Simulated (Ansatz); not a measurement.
## Formation energy of SrVO3

Level of theory: DFT, PBE with spin–orbit coupling, two-component spinors; plane waves to 420 eV with PAW datasets (Ansatz 0.2.0), 8×8×8 k-mesh, Gaussian smearing of 0.05 eV; PAW files: Ansatz's generated set soft_2.

The chain of runs began from a cell as deposited in COD, expanded in volume.

The structure is cubic, space group Pm-3m (No. 221). The conventional cell has a = 3.858 Å, b = 3.858 Å, c = 3.858 Å, α = 90.00°, β = 90.00°, γ = 90.00°. Sr (site symmetry m-3m) has 12 O at 2.73 Å as nearest neighbours. Around V (site symmetry m-3m) lie 6 O at 1.93 Å. Around O (site symmetry 4/mmm) lie 2 V at 1.93 Å. (Shells end 15 % past the nearest neighbour.)

The elements were computed in their standard states (gases as isolated molecules) with the same datasets, cutoff and functional. The compound's run is ferromagnetic, with site spin moments V 0.13 μB. Total energies depend on the potentials used, so only differences within one code and one set of settings carry meaning.

Energy of the relaxed cell (5 atoms, smearing extrapolated to zero): -8165.960 eV. Elements, in eV/atom: Sr -3544.831, V -2912.504, O -564.970.

**Question.** What is the formation energy?

**Answer.** [-8165.960 − (1 × -3544.831 + 1 × -2912.504 + 3 × -564.970)] / 5 = -2.74 eV/atom, or -265 kJ per mole of atoms.

The value is for 0 K, without zero-point energy and without any correction for the binding of gas molecules. Uncorrected semilocal values for oxides, chalcogenides and halides often miss by tenths of an eV an atom. A negative value shows stability against the elements alone, not against other compounds or structures.

So small a moment in a metal hangs on mesh and smearing, and semilocal functionals can overstate it, so the real crystal may have none. Site moments are of spin, integrated over Gaussian weights of 0.5 Å, which gives about a tenth less on f atoms than spheres do. No antiparallel order was tried, and in such compounds it can hold moments and open a gap where a parallel start collapses.
